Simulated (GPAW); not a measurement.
**PbSe (Clausthalite): G0W0 on several meshes in GPAW**

How does the mesh move the gap of PbSe (Clausthalite)?

Main program and level: GPAW 26.7.0; PBE and many-body steps on it, plane waves.

## (1) Set-up

The structure is cubic, space group Fm-3m (No. 225). Conventional cell: a = 6.121 Å, b = 6.121 Å, c = 6.121 Å, α = 90.00°, β = 90.00°, γ = 90.00°. Nearest to Pb lie 6 Se at 3.06 Å. Se has 6 Pb at 3.06 Å nearest. Farther neighbours and most contacts between anions are not listed.

As a file:

```cif
data_structure
_symmetry_space_group_name_H-M 'Fm-3m'
_symmetry_Int_Tables_number 225
_cell_length_a 6.1213
_cell_length_b 6.1213
_cell_length_c 6.1213
_cell_angle_alpha 90.000
_cell_angle_beta 90.000
_cell_angle_gamma 90.000
_cell_volume 229.37
loop_
_atom_site_label
_atom_site_type_symbol
_atom_site_symmetry_multiplicity
_atom_site_Wyckoff_symbol
_atom_site_fract_x
_atom_site_fract_y
_atom_site_fract_z
_atom_site_occupancy
Pb1 Pb 4 a 0.00000 0.00000 0.00000 1
Se1 Se 4 b 0.50000 0.00000 0.00000 1
```

The cell and positions come from the Crystallography Open Database and are kept as given unless a step says otherwise. Spin-orbit coupling is left out unless a step names it.

## (2) Empty states on the mesh, 4×4×4 mesh, 686 bands

This step: GPAW 26.7.0; DFT, PBE, plane waves, PAW.

The sums over transitions need many empty states on a uniform mesh; this step solves for them.

run.py

```python
import json
import numpy as np
from gpaw.mpi import world
from gpaw import GPAW

calc = GPAW('gs.gpw').fixed_density(kpts={'size': (4, 4, 4), 'gamma': True},
    parallel={'domain': 1, 'band': 1},
    txt='nscf.txt')
calc.diagonalize_full_hamiltonian(nbands=686)
calc.write('full.gpw', mode='all')
res = {}
kpts = calc.get_ibz_k_points()
res['kpts'] = kpts
res['eigenvalues'] = [calc.get_eigenvalues(kpt=k) for k in range(len(kpts))]
res['n_electrons'] = calc.get_number_of_electrons()

if world.rank == 0:
    with open('result.json', 'w') as f:
        json.dump(res, f, default=lambda x: x.tolist())
```

On the command line:

```console
> mpirun -n 4 gpaw python run.py
```

Numbers of over 12 decimals in the logs are rounded to 6 here.

Output:

```text
Diagonalizing LCAO Hamiltonian
Converting LCAO to pw mode
convergence criteria:
- Maximum integral of absolute [eigenst]ate change: 4e-08 eV^2 / valence electron
maximum number of iterations: 100

SCF iterations
|iter     |     time |      energy | eigst |  dens |
|iter:   1|  |             | +1.50 |       |
|iter:   2|  |             | +0.72 |       |
|iter:   3|  |             | -0.94 |       |
[...]
|iter:   7|  |             | -5.56 |       |
|iter:   8|  |             | -6.65 |       |
|iter:   9|  |             | -7.45c|       |
SCF steps: 9
  __  _  _
 | _ |_)|_||  |
 |__||  | ||/\| - 26.7.0

Input parameters:
  mode=PW(ecut=450.000000),
  convergence={'density': 1e-06, 'bands': -3},
  gpts=array([24, 24, 24]),
  kpts=MonkhorstPack(size=(4, 4, 4), gamma=True),
  maxiter=100,
  nbands=17,
  occupations=Occupations(name='fermi-dirac', width=0.001, fixmagmom=False),
  parallel={'domain': 1, 'band': 1},
  xc=XC(name='PBE')
Matrix size: 1243x1243
# Writing to full.gpw (mode='all')
  [... matrices ...]

timing:  # [seconds]
  Total: 6.301  # ━━━━━━━━━━━━━━━━━━━━━━━━━━━━━━━━━━━━━━━━━━━━━━━━━━━━━━━━━━━
```

It took 11 s on 4 MPI ranks of Arm Neoverse V1, shared host; peak memory 1.2 GiB.

Numbers from this step:

| Item | Value |
| --- | --- |
| gap | 0.2446 eV |
| k of the valence top | 0.5, 0.5, 0.5 |
| k of the conduction bottom | 0.5, 0.5, 0.5 |
| least direct gap | 0.2446 eV |
| k points computed | 8 |
| lowest point of the top converged band, above the valence top | 285.9315 eV |

On this mesh the gap is 0.245 eV.

## (3) 4×4×4

Now the one-shot GW correction: screening in the RPA, then the self-energy of the levels asked for.

This step: G0W0 on PBE, plane waves, PAW.

run.py

```python
import json
import numpy as np
from gpaw.mpi import world
from gpaw.response.g0w0 import G0W0

gw = G0W0('full.gpw',
    filename='gw',
    kpts=[0, 7],
    bands=(8, 12),
    ecut=90,
    nbands=111,
    integrate_gamma='WS',
    ppa=True)
gw.calculate()
res = {mode: {k: v for k, v in r.items() if k != 'sigma_eskwn'}
       for mode, r in gw.all_results.items()}

if world.rank == 0:
    with open('result.json', 'w') as f:
        json.dump(res, f, default=lambda x: x.tolist())
```

On the command line:

```console
> mpirun -n 4 gpaw python run.py
```

Output:

```text
Using integrator: PointIntegrator
FrequencyGridDescriptor(from 0.000+0.000j to 0.000+27.211j eV, 2 points)
Nonperiodic BCs:  [False False False]
Using integrator: PointIntegrator
FrequencyGridDescriptor(from 0.000+0.000j to 0.000+27.211j eV, 2 points)
Nonperiodic BCs:  [False False False]
  ___  _ _ _
 |   || | | |
 | | || | | |
 |__ ||_____|
 |___|

BZ k-points: Symmetries present (total): 48

  [... matrices ...]
64 k-points: 4 x 4 x 4 Monkhorst-Pack grid + [1/8,1/8,1/8]
8 k-points in the irreducible part of the Brillouin zone
       k-points in crystal coordinates                weights
   0:     0.00000000    0.00000000    0.00000000          1/64
   1:     0.25000000    0.25000000    0.00000000          6/64
   2:     0.25000000    0.25000000    0.25000000          8/64
   3:     0.50000000    0.25000000   -0.25000000          6/64
   4:     0.50000000    0.25000000    0.25000000         12/64
   5:     0.50000000    0.50000000    0.00000000          3/64
   6:     0.50000000    0.50000000    0.25000000         24/64
   7:     0.50000000    0.50000000    0.50000000          4/64

Distributing spins, k-points and bands (1 x 2 x 4) over 4 processes
Number of blocks: 1

Quasi particle states:
k-points (IBZ indices): [0, 7]
Band range: (8, 12)
  [... matrices ...]
Computational parameters:
Plane wave cut-off: 90 eV
Number of bands: 111
Coulomb cutoff: None
Broadening: 0.1 eV

fxc modes: GW
Kernel: RPA
Using Godby-Needs plasmon-pole approximation:
  Fitting energy: i*E0, E0 = 1.000 Hartree
Summing all q:

Calculating screened Coulomb potential
No Coulomb truncation
FrequencyGridDescriptor(from 0.000+0.000j to 0.000+27.211j eV, 2 points)
Removing empty qpoint cache files...

Calculating chi0 body with:
    Ground state adapter containing:
    Number of spins: 1
    Number of kpoints: 64
    Number of irreducible kpoints: 8
    Number of completely occupied states: 10
    Number of partially occupied states: 10
    Occupied states memory: 2.109375 M / cpu

    Linear response parametrization:
    q_c: [0.0, 0.0, 0.0]
    Number of frequency points: 2
    Planewave cutoff: 90.0
    Number of bands: 111
    Number of planewaves: 113
    Broadening (eta): 1e-06
    comm.size: 4
    kncomm.size: 4
    blockcomm.size: 1

    Memory estimate of potentially large arrays:
        chi0_wGG: 0.389679 M / cpu
Integrating chi0 body.

Symmetries of q_c:
    Direct symmetries (Uq -> q): 48
    Indirect symmetries (TUq -> q): 0
In total 48 allowed symmetries.

  [... matrices ...]
8 groups of equivalent kpoints. 87.5% reduction.

Integral kind: response function
Integrating chi0 head and wings.

Symmetries of q_c:
    Direct symmetries (Uq -> q): 48
    Indirect symmetries (TUq -> q): 0
In total 48 allowed symmetries.

  [... matrices ...]
8 groups of equivalent kpoints. 87.5% reduction.

Integral kind: response function wings

Calculating chi0 body with:
    Ground state adapter containing:
    Number of spins: 1
    Number of kpoints: 64
    Number of irreducible kpoints: 8
    Number of completely occupied states: 10
    Number of partially occupied states: 10
    Occupied states memory: 2.109375 M / cpu

    Linear response parametrization:
[... the further q-points ...]

Results:
f:      Occupation numbers
eps:     KS-eigenvalues [eV]
vxc:     KS vxc [eV]
exx:     Exact exchange [eV]
sigma:   Self-energies [eV]
dsigma:  Self-energy derivatives
Z:       Renormalization factors
qp:      QP-energies [eV]

k-point 0 (0): (0.000, 0.000, 0.000)                GW
band       f     eps     vxc     exx   sigma  dsigma       Z      qp
                                                                   GW
   8   1.000   4.214 -14.165 -16.750   2.180  -0.301   0.769   3.903
   9   1.000   4.214 -14.165 -16.750   2.180  -0.301   0.769   3.903
  10   0.000  10.793 -13.474  -8.567  -4.587  -0.283   0.780  11.042
  11   0.000  10.793 -13.474  -8.567  -4.587  -0.283   0.780  11.042

k-point 1 (7): (0.500, 0.500, 0.500)                GW
band       f     eps     vxc     exx   sigma  dsigma       Z      qp
                                                                   GW
   8   1.000   4.628 -14.794 -17.183   1.999  -0.294   0.773   4.327
   9   1.000   6.140 -15.903 -16.812   0.851  -0.269   0.788   6.094
  10   0.000   6.385 -11.271  -8.143  -3.215  -0.246   0.803   6.315
  11   0.000   7.779 -11.907  -8.446  -3.440  -0.248   0.801   7.796
```

Elapsed: 29 s, on 4 MPI ranks; peak memory 1.2 GiB; 1.9 min of CPU time.

This step gave:

- G0W0 gap on the points computed: 0.2210 eV
- least direct G0W0 gap on the computed points: 0.2210 eV
- Z at the valence top: 0.7881
- Z at the conduction bottom: 0.8028
- starting gap on the mesh: 0.2446 eV
- k of the valence top: 0.5, 0.5, 0.5
- k of the conduction bottom: 0.5, 0.5, 0.5

The gap on the mesh goes from 0.24 eV to 0.22 eV, a correction of −0.02 eV.

## (4) Empty states on the mesh, 6×6×6 mesh, 121 bands

This step: DFT, PBE, plane waves, PAW.

run.py

```python
import json
import numpy as np
from gpaw.mpi import world
from gpaw import GPAW

calc = GPAW('gs.gpw').fixed_density(kpts={'size': (6, 6, 6), 'gamma': True},
    parallel={'domain': 1, 'band': 1},
    txt='nscf.txt')
calc.diagonalize_full_hamiltonian(nbands=121)
calc.write('full.gpw', mode='all')
res = {}
kpts = calc.get_ibz_k_points()
res['kpts'] = kpts
res['eigenvalues'] = [calc.get_eigenvalues(kpt=k) for k in range(len(kpts))]
res['n_electrons'] = calc.get_number_of_electrons()

if world.rank == 0:
    with open('result.json', 'w') as f:
        json.dump(res, f, default=lambda x: x.tolist())
```

On the command line:

```console
> mpirun -n 4 gpaw python run.py
```

Output:

```text
Diagonalizing LCAO Hamiltonian
Converting LCAO to pw mode
convergence criteria:
- Maximum integral of absolute [eigenst]ate change: 4e-08 eV^2 / valence electron
maximum number of iterations: 100

SCF iterations
|iter     |     time |      energy | eigst |  dens |
|iter:   1|  |             | +1.41 |       |
|iter:   2|  |             | +0.55 |       |
|iter:   3|  |             | -0.61 |       |
[...]
|iter:   7|  |             | -5.40 |       |
|iter:   8|  |             | -6.63 |       |
|iter:   9|  |             | -7.49c|       |
SCF steps: 9
  __  _  _
 | _ |_)|_||  |
 |__||  | ||/\| - 26.7.0

Input parameters:
  mode=PW(ecut=450.000000),
  convergence={'density': 1e-06, 'bands': -3},
  gpts=array([24, 24, 24]),
  kpts=MonkhorstPack(size=(6, 6, 6), gamma=True),
  maxiter=100,
  nbands=17,
  occupations=Occupations(name='fermi-dirac', width=0.001, fixmagmom=False),
  parallel={'domain': 1, 'band': 1},
  xc=XC(name='PBE')
Matrix size: 1260x1260
# Writing to full.gpw (mode='all')
  [... matrices ...]

timing:  # [seconds]
  Total: 9.488  # ━━━━━━━━━━━━━━━━━━━━━━━━━━━━━━━━━━━━━━━━━━━━━━━━━━━━━━━━━━━
```

The job ended after 15 s (4 MPI ranks; peak memory 1.2 GiB).

This step gave:

- gap: 0.2446 eV
- k of the valence top: 0.5, 0.5, 0.5
- k of the conduction bottom: 0.5, 0.5, 0.5
- least direct gap: 0.2446 eV
- k points computed: 16
- lowest point of the top converged band, above the valence top: 78.8725 eV

On this mesh the gap is 0.245 eV.

## (5) 6×6×6

This step: G0W0 on PBE, plane waves, PAW.

run.py

```python
import json
import numpy as np
from gpaw.mpi import world
from gpaw.response.g0w0 import G0W0

gw = G0W0('full.gpw',
    filename='gw',
    kpts=[0, 15],
    bands=(8, 12),
    ecut=90,
    nbands=111,
    integrate_gamma='WS',
    ppa=True)
gw.calculate()
res = {mode: {k: v for k, v in r.items() if k != 'sigma_eskwn'}
       for mode, r in gw.all_results.items()}

if world.rank == 0:
    with open('result.json', 'w') as f:
        json.dump(res, f, default=lambda x: x.tolist())
```

On the command line:

```console
> mpirun -n 4 gpaw python run.py
```

Output:

```text
Using integrator: PointIntegrator
FrequencyGridDescriptor(from 0.000+0.000j to 0.000+27.211j eV, 2 points)
Nonperiodic BCs:  [False False False]
Using integrator: PointIntegrator
FrequencyGridDescriptor(from 0.000+0.000j to 0.000+27.211j eV, 2 points)
Nonperiodic BCs:  [False False False]
  ___  _ _ _
 |   || | | |
 | | || | | |
 |__ ||_____|
 |___|

BZ k-points: Symmetries present (total): 48

  [... matrices ...]
216 k-points: 6 x 6 x 6 Monkhorst-Pack grid + [1/12,1/12,1/12]
16 k-points in the irreducible part of the Brillouin zone
       k-points in crystal coordinates                weights
   0:     0.00000000    0.00000000    0.00000000          1/216
   1:     0.16666667    0.16666667    0.00000000          6/216
   2:     0.16666667    0.16666667    0.16666667          8/216
[...]
9:     0.50000000    0.33333333   -0.16666667         12/216
          ...
  15:     0.50000000    0.50000000    0.50000000          4/216

Distributing spins, k-points and bands (1 x 2 x 4) over 4 processes
Number of blocks: 1

Quasi particle states:
k-points (IBZ indices): [0, 15]
Band range: (8, 12)
  [... matrices ...]
Computational parameters:
Plane wave cut-off: 90 eV
Number of bands: 111
Coulomb cutoff: None
Broadening: 0.1 eV

fxc modes: GW
Kernel: RPA
Using Godby-Needs plasmon-pole approximation:
  Fitting energy: i*E0, E0 = 1.000 Hartree
Summing all q:

Calculating screened Coulomb potential
No Coulomb truncation
FrequencyGridDescriptor(from 0.000+0.000j to 0.000+27.211j eV, 2 points)
Removing empty qpoint cache files...

Calculating chi0 body with:
    Ground state adapter containing:
    Number of spins: 1
    Number of kpoints: 216
    Number of irreducible kpoints: 16
    Number of completely occupied states: 10
[...]
Number of frequency points: 2
    Planewave cutoff: 90.0
    Number of bands: 111
    Number of planewaves: 113
    Broadening (eta): 1e-06
    comm.size: 4
    kncomm.size: 4
    blockcomm.size: 1

    Memory estimate of potentially large arrays:
        chi0_wGG: 0.389679 M / cpu
Integrating chi0 body.

Symmetries of q_c:
    Direct symmetries (Uq -> q): 48
    Indirect symmetries (TUq -> q): 0
In total 48 allowed symmetries.

  [... matrices ...]
16 groups of equivalent kpoints. 92.592593% reduction.

Integral kind: response function
Integrating chi0 head and wings.

Symmetries of q_c:
    Direct symmetries (Uq -> q): 48
    Indirect symmetries (TUq -> q): 0
In total 48 allowed symmetries.

  [... matrices ...]
16 groups of equivalent kpoints. 92.592593% reduction.

Integral kind: response function wings

Calculating chi0 body with:
    Ground state adapter containing:
    Number of spins: 1
    Number of kpoints: 216
    Number of irreducible kpoints: 16
    Number of completely occupied states: 10
    Number of partially occupied states: 10
[... the further q-points ...]

Results:
f:      Occupation numbers
eps:     KS-eigenvalues [eV]
vxc:     KS vxc [eV]
exx:     Exact exchange [eV]
sigma:   Self-energies [eV]
dsigma:  Self-energy derivatives
Z:       Renormalization factors
qp:      QP-energies [eV]

k-point 0 (0): (0.000, 0.000, 0.000)                GW
band       f     eps     vxc     exx   sigma  dsigma       Z      qp
                                                                   GW
   8   1.000   4.214 -14.165 -16.763   2.165  -0.301   0.769   3.881
   9   1.000   4.214 -14.165 -16.763   2.165  -0.301   0.769   3.881
  10   0.000  10.793 -13.474  -8.567  -4.560  -0.283   0.780  11.063
[...]
k-point 1 (15): (0.500, 0.500, 0.500)                GW
band       f     eps     vxc     exx   sigma  dsigma       Z      qp
                                                                   GW
[...]
10   0.000   6.385 -11.271  -8.260  -3.069  -0.243   0.805   6.338
  11   0.000   7.779 -11.907  -8.533  -3.331  -0.246   0.803   7.814
```

It took 2.2 min on 4 MPI ranks; peak memory 1.6 GiB.

This step gave:

- G0W0 gap on the points computed: 0.2575 eV
- least direct G0W0 gap on the computed points: 0.2575 eV
- Z at the valence top: 0.7897
- Z at the conduction bottom: 0.8048
- starting gap on the mesh: 0.2446 eV
- k of the valence top: 0.5, 0.5, 0.5
- k of the conduction bottom: 0.5, 0.5, 0.5

Against G0W0 in GPAW (4×4×4 mesh, 111 bands, screening to 90 eV, Godby-Needs plasmon pole), the gap moves by +0.037 eV.

## (6) The runs together

Times are wall times on 4 MPI ranks of Arm Neoverse V1, shared host, good to a factor of about two.

```
  run   mesh  bands  screening cutoff (eV)  DFT gap (eV)  gap on the mesh (eV)  direct (eV)     time
4×4×4  4×4×4    111                     90         0.245                 0.221        0.221     29 s
6×6×6  6×6×6    111                     90         0.245                 0.258        0.258  2.2 min
```

## (7) What came out

```yaml
4x4x4: 0.221 eV
6x6x6: 0.258 eV
known_limits: not at the basis limit; model gap, bands may invert with spin-orbit coupling; no spin-orbit coupling; coarse k mesh
```

In words: 6×6×6: +0.037 eV against 4×4×4. Bands and cutoff are finite, so the gap is not at the basis limit. The miss can reach some tenths of an eV and take either sign; the mesh is an error of its own. These stock PAW sets were not made for GW; the filled d or f shell of Se lies in the frozen core, which bears on start and correction. In the G0W0 runs levels were corrected at 2 k points alone, so a gap called «on the mesh» is the least over those, and an edge elsewhere would be missed. The 4×4×4 mesh is coarse for this cell, which bears on the long-range parts of exchange and screening. Where an edge is built on 6p states of lead, bismuth or thallium, scalar-relativistic gaps usually stand too wide, by a few tenths to over one eV. With atoms this heavy and so narrow a gap, spin-orbit coupling can invert the bands. These scalar-relativistic gaps are then model values, not to be set against experiment, and a spin-orbit change taken from DFT can't simply be added.

[Paths, hosts, dates, memory and timing lines, banners, echoed tables and standing remarks are left out of the program output.]

[Logs are printed without paths, hosts, clocks, repeated set-up lines and the standing remarks that a program may print on its own settings, such as how far it seeks lower states.]

[Runs of the session that timed out or met a known fault of the program may be left out.]

[Hosts, paths, dates, database ids (printed as entryN), source tags and the programs' standing remarks are cut or masked in the printed files.]
